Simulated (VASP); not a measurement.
# Rh: equation of state with LDA

**Measured values to compare with.**

From “Thermal equation of state of rhodium characterized by XRD in a resistively heated diamond anvil cell”, 2024, pmc:11535440, for a bulk crystal of Rh: bulk modulus 264 ± 1 GPa.

Rh:

```
CELL_PARAMETERS angstrom
0.00000 1.87858 1.87858
1.87858 0.00000 1.87858
1.87858 1.87858 0.00000
ATOMIC_POSITIONS crystal
Rh 0.00000 0.00000 0.00000
```

| Item | Value |
| --- | --- |
| Program | VASP 6.6.1 |
| Task | equation of state |
| Functional | LDA |
| Potentials or basis | VASP PAW LDA potentials, release 64 (Rh_pv) |
| Cutoff | 520 eV |
| k mesh | 10 × 10 × 10 |
| Occupations | fermi-dirac, width 0.05 eV |
| Spin | no spin polarisation |

```
Equilibrium volume                      : 13.27 Å³/atom
Bulk modulus                            : 316 GPa
Pressure derivative of the bulk modulus : 5.0 (rough: it moves with the points fitted)
```

Energy against volume, from the lowest point:
```csv
volume (Å³/atom),energy (meV/atom)
12.729,23.36
12.994,5.76
13.259,0.00
13.524,4.76
13.790,18.83
```

All runs of the series together: 29 s on 1 thread of AMD EPYC 7R13 Processor (Zen 3) (shared host).

Measured bulk modulus of Rh: 264 GPa (quoted in “Thermal equation of state of rhodium characterized by XRD in a resistively heated diamond anvil cell”, 2024, pmc:11535440). This calculation gives 316 GPa (+19.8 %). The fit is for a static lattice scaled at fixed shape and fixed fractional positions.
